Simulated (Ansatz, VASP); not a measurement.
# One calculation of Be, two programs

Contents of INCAR:

```
SYSTEM = Be
ALGO = Normal ; EDIFF = 1E-7
ENCUT = 520 ; GGA = PE
ISIF = 2 ; ISMEAR = -1
LASPH = .True. ; LCHARG = .False.
LREAL = .False. ; LWAVE = .False.
NBANDS = 7 ; NELM = 60
PREC = Accurate ; SIGMA = 0.08
```

File KPOINTS:

```
k-points
0
Gamma
  20 20 20
  0 0 0
```

File POSCAR:

```
Be
1.0
    0.0000000000      1.4657221289      1.4657221289
    1.4657221289      0.0000000000      1.4657221289
    1.4657221289      1.4657221289      0.0000000000
Be
1
Direct
    0.0000000000      0.0000000000      0.0000000000
```

Input for Ansatz:

```yaml
crystal:
  lattice:
    - [0.0, 1.4657221289, 1.4657221289]
    - [1.4657221289, 0.0, 1.4657221289]
    - [1.4657221289, 1.4657221289, 0.0]
  atoms:
    - { symbol: Be, position: [0.0, 0.0, 0.0] }
kpoints:
  mp_grid: { grid: [20, 20, 20] }
scf:
  occupations: { method: fermi_dirac, width: 0.08 }
hamiltonian:
  xc: pbe
  pseudopotentials: { kind: all_electron, lapw: { basis_error: 0.001 } }
output:
  forces: true
  stress: true
  eigenvalues: true
  populations: true
```

Change from the starting cell: volume scaled by 0.8, LAPW.

Alike in both runs: task single point; functional PBE; k mesh 20 × 20 × 20; occupations fermi-dirac, width 0.08 eV; no spin polarisation.

|  | VASP | Ansatz |
| --- | --- | --- |
| version | VASP 6.6.1 | Ansatz 0.2.0 |
| potentials or method | VASP PAW PBE potentials, release 64 (Be) | all-electron LAPW, scalar-relativistic |
| plane-wave cutoff (eV) | 520 | see its input |

```tsv
	VASP	Ansatz	Ansatz less VASP
pressure (GPa)	39.7	39.3	-0.43
```

Ansatz ran all-electron here, so the differences hold the error of VASP's frozen core and of both bases.

Caveats: so large a pressure means that the cell lies far from this level's equilibrium, or that cutoff or potentials fall short (VASP).
